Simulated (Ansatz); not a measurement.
## A series in volume scale on Re

Periodic Kohn-Sham DFT of a crystal at fixed atoms, scaled to volume_scale times the given cell; pressure positive in compression, energy less spherical unpolarised free atoms, largest_vzz the field gradient of largest size among the nuclei. The results are calculated, by Ansatz 0.2.0.

The cell before it is scaled or strained (space group P6_3/mmc, No. 194):
```
CELL_PARAMETERS angstrom
2.60290 0.00000 0.00000
-1.30150 2.25420 0.00000
0.00000 0.00000 4.16200
ATOMIC_POSITIONS crystal
Re 0.33333 0.66667 0.25000
Re 0.66667 0.33333 0.75000
```

Settings of every row: method all-electron LAPW; functional PBE; relativity scalar; k mesh 14x14x8; filling fermi-dirac; smearing width 0.05 eV; basis error target 0.25 meV/atom; nucleus gaussian.

Atom start moment: 0 on all atoms.

Limits: all rows lie far from zero pressure; cell far from its zero-pressure volume; no spin-orbit coupling on heavy atoms.

```csv
row,volume scale,V (Å³/atom),pressure (GPa),energy less free atoms (eV/atom)
1,0.94,11.478,169.351,-10.08
2,0.9405,11.484,168.827,-10.0864
3,0.96,11.722,149.281,-10.3226
4,0.98,11.966,130.913,-10.5359
5,0.99,12.088,122.324,-10.6324
6,1,12.21,?,?
7,1.01,12.332,106.263,-10.8064
8,1.02,12.454,98.764,-10.8845
9,1.04,12.699,84.754,-11.0242
10,1.06,12.943,71.963,-11.1435
```

Question: what pressure and energy less free atoms should row 6 give?

Worked fit of pressure. Take u = (V_r/V)^(2/3) − 1 with V_r = 12.088 Å³ an atom, which is twice the finite (Eulerian) strain; such expansions in the strain, on which the Birch-Murnaghan equation of state is built, carry the rest volume and the bulk modulus. The shown rows have u = 0.03512, 0.03476, 0.02071, 0.00679, 0, -0.01323, -0.01969, -0.03234, -0.04454. Least squares give pressure = 122.3194 + 1247.119 × u + 2620.05 × u² GPa; a straight line predicts inner rows, each left out in turn, worse (root mean square 1.7 against 0.019 GPa). The rows lie off it by 0.001, -0.008, 0.010, 0.005, 0.005, -0.016, -0.015, 0.026, -0.007 (root mean square 0.013 GPa). The withheld row has u = -0.00667, so the fit gives 122.3194 + 1247.119 × (-0.00667) + 2620.05 × (-0.00667)² = 114.118 GPa.

The calculation gave 114.112 GPa. The fit lies 0.006 GPa (0.0062 % of the column's range) above it; its largest miss of a shown row is 0.026 GPa.

Worked fit of energy less free atoms. Take u = (V_r/V)^(2/3) − 1 with V_r = 12.088 Å³ an atom, which is twice the finite (Eulerian) strain; such expansions in the strain, on which the Birch-Murnaghan equation of state is built, carry the rest volume and the bulk modulus. The shown rows have u = 0.03512, 0.03476, 0.02071, 0.00679, 0, -0.01323, -0.01969, -0.03234, -0.04454. Least squares give energy less free atoms = −10.6324 + 13.8516 × u + 53.427 × u² eV/atom; a straight line predicts inner rows, each left out in turn, worse (root mean square 0.034 against 0.00016 eV/atom). The rows lie off it by 0.0000, 0.0000, 0.0000, 0.0000, 0.0000, -0.0001, -0.0001, 0.0003, -0.0001. The withheld row has u = -0.00667, so the fit gives −10.6324 + 13.8516 × (-0.00667) + 53.427 × (-0.00667)² = -10.7224 eV/atom.

The calculation gave -10.7224 eV/atom. The fit meets it to the printed digit.
